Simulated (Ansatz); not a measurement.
A run of Ansatz 0.2.0 is set up as follows.

File input.yaml:

```yaml
crystal:
  lattice:
    - [0.0, 2.5575, 2.5575]
    - [2.5575, 0.0, 2.5575]
    - [2.5575, 2.5575, 0.0]
  atoms:
    - { symbol: Hf, position: [0.0, 0.0, 0.0] }
    - { symbol: O, position: [0.75, 0.75, 0.75] }
    - { symbol: O, position: [0.25, 0.25, 0.25] }
hamiltonian:
  xc: pbe
  pseudopotentials: { kind: paw }
kpoints:
  mp_grid: { grid: [9, 9, 9] }
scf:
  occupations: { method: gaussian, width: 0.023 }
output:
  forces: true
  stress: true
  eigenvalues: true
```

Potentials or basis: Ansatz PAW.

Run with:

```console
$ ansatz run input.yaml --threads 2 --pin off --max-ram 5632MiB --backend cpu --events-out ev --progress --plain --runs-dir out
```

Predict the pressure.

-2.5 GPa.

Predict the band gap on the k mesh.

3.83 eV, indirect (least direct gap 3.94 eV).

Caveat: odd divisions of the mesh miss points on the zone boundary, where band edges often lie, so the gap on the mesh can be too wide; the pressure holds a Pulay correction of +0.9 GPa for the finite cutoff; spin-orbit coupling is left out, which moves the levels of the heavy elements. Expect the measured gap to be larger: semilocal functionals such as PBE lack the derivative discontinuity.
